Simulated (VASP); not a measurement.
Wanted: the native input for a VASP 6.6.1 run.

* Task: core levels
* Functional: PBE
* Potentials or basis: VASP PAW PBE potentials, release 64 (Ru_pv)
* Cutoff: 400 eV
* k mesh: 16 × 16 × 1
* Occupations: gaussian, width 0.1 eV
* Spin: no spin polarisation
* Further INCAR settings: ALGO = Normal; EDIFF = 1e-06

The structure of Ru lies in POSCAR:

```
Ru                                      
1.0
    2.7060000000      0.0000000000      0.0000000000
    1.3530000000      2.3434647426      0.0000000000
    0.0000000000      0.0000000000     43.0920000000
  Ru            
    13
Direct
     0.0000000000000000    0.0000000000000000    0.2021279481230781
     0.3333333332999970    0.3333333332999970    0.2501522629379423
     0.0000000000000000    0.0000000000000000    0.3001204476211793
     0.3333333332999970    0.3333333332999970    0.3503085721890483
     0.0000000000000000    0.0000000000000000    0.4002054404297758
     0.3333333332999970    0.3333333332999970    0.4500086208547353
     0.0000000000000000    0.0000000000000000    0.5000000000000000
     0.3333333332999970    0.3333333332999970    0.5499913791452647
     0.0000000000000000    0.0000000000000000    0.5997945595702242
     0.3333333332999970    0.3333333332999970    0.6496914278109518
     0.0000000000000000    0.0000000000000000    0.6998795523788206
     0.3333333332999970    0.3333333332999970    0.7498477370620579
     0.0000000000000000    0.0000000000000000    0.7978720518769217
```

The slab is cut from a database's or a generator's crystal, which needn't be the stable form of the element.

These files were run (other wordings do the same):

INCAR

```
SYSTEM = Ru
PREC = Accurate ; ENCUT = 400
EDIFF = 1E-6 ; ISMEAR = 0
SIGMA = 0.1 ; LREAL = .FALSE.
LASPH = .TRUE. ; NELM = 60
ALGO = Normal ; ISIF = 2
LWAVE = .FALSE. ; LCHARG = .FALSE.
GGA = PE ; ICORELEVEL = 1
```

KPOINTS

```
Automatic mesh
0
G
  16 16 1
  0 0 0
```

Potentials or basis: VASP PAW PBE potentials, release 64 (Ru_pv).

Command:

```console
$ cat potpaw_PBE.64/Ru_pv/POTCAR > POTCAR
$ mpirun -np 1 vasp_std > vasp.out
```

Results of the run:

| Quantity | Value |
| --- | --- |
| Largest force | 0.004 eV/Å |
| Band gap on the k mesh | none (metal or under the smearing width) |

It took 21 min on 1 thread of AMD EPYC 9R45 96-Core Processor (Zen 5), on a shared host, peak memory 0.51 GiB.
